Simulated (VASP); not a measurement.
# Ce (P6_3/mmc) in VASP: further runs

The runs below take Ce through single point, with LDA.

Program: VASP 6.6.1. These are calculated values, not measurements. Logs are shortened: lines on timing, memory, paths and dates and some standing lists are left out, and cuts for length are marked.

**1. The structure**

It takes space group P6_3/mmc (No. 194, hexagonal). The conventional cell has a = 3.650 Å, b = 3.650 Å, c = 5.960 Å, α = 90.00°, β = 90.00°, γ = 120.00°. Ce (site symmetry -6m2) has 12 Ce at 3.65 Å as nearest neighbours.

This isn't the form of Ce at room conditions, which is fcc.

**2. Single point, LDA, collinear spin, ferromagnetic start**

File INCAR:

```
ALGO     = Normal         # electronic algorithm
EDIFF    = 1E-7           # SCF threshold, eV
ENCUT    = 500            # plane-wave cutoff, eV
ISIF     = 2              # what is computed and relaxed
ISMEAR   = 0              # smearing method
ISPIN    = 2              # spin polarisation
LASPH    = True           # aspherical terms in the spheres
LCHARG   = False          # write CHGCAR
LMAXMIX  = 6              # l up to which the mixer works
LORBIT   = 11             # projections on sites
LREAL    = False          # projectors in reciprocal space
LWAVE    = False          # write WAVECAR
MAGMOM   = 1 1            # initial moments
NBANDS   = 23             # bands
NELM     = 150            # most SCF steps
PREC     = Accurate       # precision mode
SIGMA    = 0.1            # smearing width, eV
```

File KPOINTS:

```
k-points
0
Gamma
  8 8 5
```

File POSCAR:

```
Ce
3.65
    1.000000000000      0.000000000000      0.000000000000
   -0.500000000000      0.866025403781      0.000000000000
    0.000000000000      0.000000000000      1.632876712329
Ce
2
Direct
    0.6666666667      0.3333333333      0.7500000000
    0.3333333333      0.6666666667      0.2500000000
```

Potentials or basis: VASP PAW LDA potentials, release 64 (Ce).

Started as:

```console
$ cat potpaw_LDA.64/Ce/POTCAR > POTCAR
$ mpirun -np 1 vasp_std > vasp.out
```

OUTCAR:

```text
EDIFF = 1E-7
   ENCUT = 500
   ISIF = 2
   ISMEAR = 0
   ISPIN = 2
   LASPH = True
   LORBIT = 11
   LREAL = False
   NELM = 150
   PREC = Accurate

 ion  position               nearest neighbor table
   1  0.667  0.333  0.750-
   2  0.333  0.667  0.250-

  LATTYP: Found a hexagonal cell.
 ALAT       =     3.6500000000
 C/A-ratio  =     1.6328767123

  Lattice vectors:

 A1 = (   3.6500000000,   0.0000000000,   0.0000000000)
 A2 = (  -1.8250000000,   3.1609927238,   0.0000000000)
 A3 = (   0.0000000000,   0.0000000000,   5.9600000000)

Analysis of symmetry for initial positions (statically):
=====================================================================
 Subroutine PRICEL returns:
 Original cell was already a primitive cell.

 Routine SETGRP: Setting up the symmetry group for a
 hexagonal supercell.

 Subroutine GETGRP returns: Found 24 space group operations
 (whereof 12 operations were pure point group operations)
 out of a pool of 24 trial point group operations.

The static configuration has the point symmetry D_3d.
 The point group associated with its full space group is D_6h.

Analysis of symmetry for dynamics (positions and initial velocities):
=====================================================================
 Subroutine PRICEL returns:
 Original cell was already a primitive cell.

 Routine SETGRP: Setting up the symmetry group for a
 hexagonal supercell.

 Subroutine GETGRP returns: Found 24 space group operations
 (whereof 12 operations were pure point group operations)
 out of a pool of 24 trial point group operations.

The dynamic configuration has the point symmetry D_3d.
 The point group associated with its full space group is D_6h.

Analysis of structural, dynamic, and magnetic symmetry:
=====================================================================
 Subroutine PRICEL returns:
 Original cell was already a primitive cell.

 Routine SETGRP: Setting up the symmetry group for a
 hexagonal supercell.

 Subroutine GETGRP returns: Found 24 space group operations
 (whereof 12 operations were pure point group operations)
 out of a pool of 24 trial point group operations.

The overall configuration has the point symmetry D_3d.
 The point group associated with its full space group is D_6h.

 Subroutine INISYM returns: Found 24 space group operations
 (whereof 12 operations are pure point group operations),
 and found     1 'primitive' translations

----------------------------------------------------------------------------------------

                                     Primitive cell

  volume of cell :      68.7642

  direct lattice vectors                    reciprocal lattice vectors
     3.650000000  0.000000000  0.000000000     0.273972603  0.158178156  0.000000000
    -1.825000000  3.160992724  0.000000000     0.000000000  0.316356312  0.000000000
     0.000000000  0.000000000  5.960000000     0.000000000  0.000000000  0.167785235

  length of vectors
     3.650000000  3.650000000  5.960000000     0.316356312  0.316356312  0.167785235

  position of ions in fractional coordinates (direct lattice)
     0.666666667  0.333333333  0.750000000
     0.333333333  0.666666667  0.250000000

  ion indices of the primitive-cell ions
   primitive index   ion index
                 1           1
                 2           2

----------------------------------------------------------------------------------------

 KPOINTS: k-points

Automatic generation of k-mesh.
 Grid dimensions read from file:
 generate k-points for:    8    8    5

 Generating k-lattice:

  Cartesian coordinates                     Fractional coordinates (reciprocal lattice)
     0.034246575  0.019772269  0.000000000     0.125000000  0.000000000  0.000000000
     0.000000000  0.039544539  0.000000000     0.000000000  0.125000000  0.000000000
     0.000000000  0.000000000  0.033557047     0.000000000  0.000000000  0.200000000

  Length of vectors
     0.039544539  0.039544539  0.033557047

  Shift w.r.t. Gamma in fractional coordinates (k-lattice)
     0.000000000  0.000000000  0.000000000

 Subroutine IBZKPT returns following result:
 ===========================================

 Found     30 irreducible k-points:

 Following reciprocal coordinates:
            Coordinates               Weight
  0.000000  0.000000  0.000000      1.000000
  0.125000 -0.000000  0.000000      6.000000
  0.250000 -0.000000  0.000000      6.000000
  0.375000  0.000000  0.000000      6.000000
  0.500000 -0.000000  0.000000      3.000000
  0.125000  0.125000  0.000000      6.000000
[... 16 lines left out ...]
  0.250000 -0.000000  0.400000     12.000000
  0.375000  0.000000  0.400000     12.000000
 [... further k-points ...]
   k-points           NKPTS =     30   k-points in BZ     NKDIM =     30   number of bands    NBANDS=     23
   number of dos      NEDOS =    301   number of ions     NIONS =      2
   total plane-waves  NPLWV =  37632
   dimension x,y,z NGX =    28 NGY =   28 NGZ =   48
   dimension x,y,z NGXF=    56 NGYF=   56 NGZF=   96
   ions per type =               2
   NGX,Y,Z   is equivalent  to a cutoff of  12.75, 12.75, 13.39 a.u.
   NGXF,Y,Z  is equivalent  to a cutoff of  25.51, 25.51, 26.78 a.u.
 SYSTEM =  unknown system
   PREC   = accura    normal or accurate (medium, high low for compatibility)
   ISTART =      0    job   : 0-new  1-cont  2-samecut
   ICHARG =      2    charge: 1-file 2-atom 10-const
   ISPIN  =      2    spin polarized calculation?
   LNONCOLLINEAR =      F non collinear calculations
   LSORBIT =      F    spin-orbit coupling
   LASPH  =      T    aspherical Exc in radial PAW
   ENCUT  =  500.0 eV  36.75 Ry    6.06 a.u.   6.65  6.65 10.87*2*pi/ulx,y,z
   NELM   =    150;   NELMIN=  2; NELMDL= -5     # of ELM steps
   EDIFF  = 0.1E-06   stopping-criterion for ELM
   LREAL  =      F    real-space projection
   EDIFFG = 0.1E-05   stopping-criterion for IOM
   NSW    =      0    number of steps for IOM
   IBRION =     -1    ionic relax: 0-MD 1-quasi-New 2-CG
   NFREE  =      0    steps in history (QN), initial steepest desc. (CG)
   ISIF   =      2    stress and relaxation
   ISYM   =      2    0-nonsym 1-usesym 2-fastsym
   POTIM  = 0.5000    time-step for ionic-motion
   TEBEG  =    0.0;   TEEND  =   0.0 temperature during run
   PSTRESS=    0.0 pullay stress
   NELECT =      24.0000    total number of electrons
   NUPDOWN=      -1.0000    fix difference up-down
   EMIN   =  10.00;   EMAX   =-10.00  energy-range for DOS
   EFERMI =   0.00;   METHOD = LEGACY
   ISMEAR =     0;   SIGMA  =   0.10  broadening in eV -4-tet -1-fermi 0-gaus
   EFERMI_NEDOS =   21; number of points for ismear=-14 and -15
   IALGO  =     38    algorithm
   IMIX   =      4    mixing-type and parameters
     AMIX     =   0.40;   BMIX     =  1.00
     AMIX_MAG =   1.60;   BMIX_MAG =  1.00
  volume/ion in A,a.u.               =      34.38       232.02
  Fermi-wavevector in a.u.,A,eV,Ry     =   1.152633  2.178160 18.076194  1.328563
  Thomas-Fermi vector in A             =   2.289283
   LORBIT       =     11    0 simple, 1 ext, 2 COOP (PROOUT), +10 PAW based schemes
   GGA     = CA    functional components
   LHFCALC =     F    Hartree Fock is set to
   AEXX    =    0.0000 exact exchange contribution
   IVDW    =     0    specifies the selected vdW correction
   LEPSILON=     F    determine dielectric tensor
   LRPA    =     F    only Hartree local field effects (RPA)
 spin polarized calculation
 Gauss-broadening in eV      SIGMA  =   0.10
  energy-cutoff  :      500.00
  volume of cell :       68.76
 maximum number of plane-waves:      1768
 NGX is ok and might be reduce to    28
   NGX = 13   NGY = 13   NGZ = 21

 number of electron      24.0000000 magnetization       1.4307912

 Free energy of the ion-electron system (eV)
  ---------------------------------------------------
  ext. energy  EPLUGINS =         0.00000000
  ---------------------------------------------------
  free energy    TOTEN  =       -12.74541244 eV

  energy without entropy =      -12.68758565  energy(sigma->0) =      -12.71649904

 E-fermi :   6.5388     XC(G=0): -10.2736

 val. band max:        6.5335683649   @ k =   0.2500   0.1250   0.4000
 cond. band min:       6.5396980560   @ k =   0.3750   0.2500   0.2000
 fundamental gap:      0.0061296911
 Fermi energy:         6.5387640263

 spin component 1

 k-point     1 :       0.0000    0.0000    0.0000
  band No.  band energies     occupation
      1     -28.0513      1.00000
      2     -27.8470      1.00000
      3     -11.5407      1.00000
      4     -10.2836      1.00000
      5     -10.2836      1.00000
      6     -10.0976      1.00000
[... 15 lines left out ...]
     22       6.9864      0.00000
     23       7.1418      0.00000
[... 575 lines left out ...]
      1     -27.8495      1.00000
      2     -27.8185      1.00000
      3     -11.3816      1.00000
      4     -11.2921      1.00000
      5     -10.5907      1.00000
      6     -10.4641      1.00000
[... 15 lines left out ...]
     22       6.9648      0.00000
     23       6.9910      0.00000

 [... further k-points ...]

 spin component 2

 k-point     1 :       0.0000    0.0000    0.0000
  band No.  band energies     occupation
      1     -27.7842      1.00000
      2     -27.5770      1.00000
      3     -11.3181      1.00000
      4     -10.0573      1.00000
      5     -10.0573      1.00000
      6      -9.8700      1.00000
[... 15 lines left out ...]
     22       7.2811      0.00000
     23       7.4462      0.00000
[... 575 lines left out ...]
      1     -27.5794      1.00000
      2     -27.5480      1.00000
      3     -11.1652      1.00000
      4     -11.0753      1.00000
      5     -10.3602      1.00000
      6     -10.2403      1.00000
[... 15 lines left out ...]
     22       7.3446      0.00000
     23       7.3486      0.00000

 [... further k-points ...]

------------------------ aborting loop because EDIFF is reached ----------------------------------------

  FORCE on cell =-STRESS in cart. coord.  units (eV):
  Direction    XX          YY          ZZ          XY          YZ          ZX
  --------------------------------------------------------------------------------------
  -------------------------------------------------------------------------------------
  Total       -3.7090435     -3.7090435     -3.6358288      0.0000000      0.0000000      0.0000000
  in kB      -86.4191290    -86.4191290    -84.7132579      0.0000000      0.0000000      0.0000000
  external PRESSURE =     -85.8505053 kB  Pullay stress =       0.0000000 kB

 VOLUME and BASIS-vectors are now :
 -----------------------------------------------------------------------------
  energy-cutoff  :      500.00
  volume of cell :       68.76
      direct lattice vectors                 reciprocal lattice vectors
     3.650000000  0.000000000  0.000000000     0.273972603  0.158178156  0.000000000
    -1.825000000  3.160992724  0.000000000     0.000000000  0.316356312  0.000000000
     0.000000000  0.000000000  5.960000000     0.000000000  0.000000000  0.167785235

 POSITION                                       TOTAL-FORCE (eV/Angst)
 -----------------------------------------------------------------------------------
      1.82500      1.05366      4.47000         0.000000     -0.000000      0.000000
     -0.00000      2.10733      1.49000        -0.000000      0.000000      0.000000
 -----------------------------------------------------------------------------------
    total drift:                               -0.000000      0.000000     -0.000000

  FREE ENERGIE OF THE ION-ELECTRON SYSTEM (eV)
  ---------------------------------------------------
  free  energy   TOTEN  =       -12.7454124375 eV

  energy  without entropy=      -12.6875856516  energy(sigma->0) =      -12.71649904

 total charge

# of ion       s       p       d       f       tot
--------------------------------------------------
    1        2.093   5.600   0.941   1.037   9.671
    2        2.093   5.600   0.941   1.037   9.671
--------------------------------------------------
tot          4.187  11.200   1.882   2.074  19.342

 magnetization (x)

# of ion       s       p       d       f       tot
--------------------------------------------------
    1        0.003   0.004   0.045   0.563   0.615
    2        0.003   0.004   0.045   0.563   0.615
--------------------------------------------------
tot          0.006   0.007   0.091   1.126   1.230
```

Wall time 7.3 min (1 thread of AMD EPYC 7R43 (Zen 3), shared host); peak memory 0.17 GiB.

Results:

- Free energy: -12.7454 eV
- Pressure: -8.6 GPa
- Band gap on the k mesh: none (metal or under the smearing width)
- Net moment: 1.43 μB per cell
- Site moments: Ce +0.61 μB
- Valence electrons inside the program's atomic spheres: Ce 9.67

Caveat: the magnetic or orbital state may not be the lowest; spin-orbit coupling is left out, which moves the levels of the heavy elements.

**3. Single point, LDA, collinear spin, ferromagnetic start**

File run.py:

```python
from ase.calculators.vasp import Vasp
from ase.dft.bandgap import bandgap
from ase.io import read

atoms = read('POSCAR')
atoms.set_initial_magnetic_moments([1.0, 1.0])
calc = Vasp(
    directory='calc',
    xc='lda',
    pp='LDA',
    setups='minimal',
    prec='Accurate',
    encut=500,
    ediff=1e-06,
    ismear=0,
    sigma=0.1,
    lreal=False,
    lasph=True,
    nelm=120,
    algo='Normal',
    isif=2,
    lwave=False,
    lcharg=False,
    ispin=2,
    lorbit=11,
    lmaxmix=6,
    kpts=[8, 8, 5],
    gamma=True,
)
atoms.calc = calc

print('energy (eV):', atoms.get_potential_energy())
print('free energy (eV):', atoms.get_potential_energy(force_consistent=True))
print('forces (eV/A):')
print(atoms.get_forces())
print('stress (eV/A^3, Voigt):', atoms.get_stress())
print('Fermi level (eV):', calc.get_fermi_level())
print('moment (muB):', atoms.get_magnetic_moment())
print('site moments (muB):', atoms.get_magnetic_moments())
gap, top, bottom = bandgap(calc)
print('band gap (eV):', gap, 'from (spin, k, band)', top, 'to', bottom)
```

File POSCAR:

```
Ce
1.0
    3.6500000000      0.0000000000      0.0000000000
   -1.8250000000      3.1609927238      0.0000000000
    0.0000000000      0.0000000000      5.9600000000
Ce
2
Direct
    0.6666666667      0.3333333333      0.7500000000
    0.3333333333      0.6666666667      0.2500000000
```

Potentials or basis: VASP PAW LDA potentials, release 64 (Ce).

Started as:

```console
$ python run.py
```

It took 4.5 min on 1 thread of AMD EPYC 7R43 (Zen 3), shared host; peak memory 0.16 GiB.

Results (log left out):

```
Free energy                                           : -12.7454 eV
Pressure                                              : -8.7 GPa
Band gap on the k mesh                                : none (metal or under the smearing width)
Net moment                                            : 1.43 μB per cell
Site moments                                          : Ce +0.61 μB
Valence electrons inside the program's atomic spheres : Ce 9.67
```

Stress tensor (GPa, compression positive):
```
-8.71  0.00  0.00
 0.00 -8.71  0.00
 0.00  0.00 -8.54
```

Levels at points of the mesh, in eV from the Fermi level:
Spin up:
```
           k point  band 10  band 11  band 12  band 13  band 14  band 15  band 16  band 17
(0.00, 0.00, 0.00)    -1.82    -0.14    -0.04     0.03     0.18     0.18     0.26     0.28
(0.50, 0.00, 0.00)    -1.23    -1.19    -0.05     0.11     0.19     0.20     0.25     0.27
```
Spin down:
```tsv
k point	band 9	band 10	band 11	band 12	band 13	band 14
(0.00, 0.00, 0.00)	-3.18	-1.66	0.20	0.37	0.39	0.53
(0.50, 0.00, 0.00)	-1.50	-1.07	-1.06	0.32	0.40	0.49
```

Caveat: the magnetic or orbital state may not be the lowest; spin-orbit coupling is left out, which moves the levels of the heavy elements. The state reached can hang on the start; a lower one may exist.

**4. Single point, LDA, collinear spin, ferromagnetic start**

File INCAR:

```
PREC = Accurate
ENCUT = 550
EDIFF = 1E-7
ISMEAR = 0
SIGMA = 0.05
LREAL = F
LASPH = T
NELM = 120
ALGO = Normal
ISIF = 2
LWAVE = F
LCHARG = F
ISPIN = 2
MAGMOM = 1 1
LORBIT = 11
LMAXMIX = 6
NBANDS = 23
```

File KPOINTS:

```
Automatic mesh
0
Gamma
  8 8 5
```

POSCAR is that of step 3.

Potentials or basis: VASP PAW LDA potentials, release 64 (Ce_GW).

Started as:

```console
$ cat potpaw_LDA.64/Ce_GW/POTCAR > POTCAR
$ mpirun -np 1 vasp_std > vasp.out
```

Run time: 4.2 min. Hardware: 1 thread of Intel Xeon Platinum 8259CL at 2.50GHz (Skylake/Cascade Lake), shared host; peak memory 0.23 GiB.

It converged, with:

```
Free energy                                           : -12.7434 eV
Pressure                                              : -8.7 GPa
Band gap on the k mesh                                : none (metal or under the smearing width)
Net moment                                            : 1.46 μB per cell
Site moments                                          : Ce +0.60 μB
Valence electrons inside the program's atomic spheres : Ce 9.31
```

Stress tensor (GPa, compression positive):
```
-8.80  0.00  0.00
 0.00 -8.80  0.00
 0.00  0.00 -8.62
```

Levels at points of the mesh, in eV from the Fermi level:
Spin up:
```
           k point  band 9  band 10  band 11  band 12  band 13  band 14  band 15  band 16  band 17  band 18
(0.00, 0.00, 0.00)   -3.32    -1.82    -0.15    -0.06     0.02     0.17     0.17     0.25     0.25     0.26
(0.50, 0.00, 0.00)   -1.64    -1.23    -1.19    -0.06     0.10     0.19     0.19     0.24     0.26     0.30
```
Spin down:
| k point | band 8 | band 9 | band 10 | band 11 | band 12 | band 13 | band 14 | band 15 |
| --- | --- | --- | --- | --- | --- | --- | --- | --- |
| (0.00, 0.00, 0.00) | -16.39 | -3.18 | -1.66 | 0.21 | 0.37 | 0.39 | 0.53 | 0.53 |
| (0.50, 0.00, 0.00) | -16.60 | -1.50 | -1.07 | -1.06 | 0.32 | 0.40 | 0.49 | 0.54 |

Caveat: the magnetic or orbital state may not be the lowest; spin-orbit coupling is left out, which moves the levels of the heavy elements. The state reached can hang on the start; a lower one may exist.
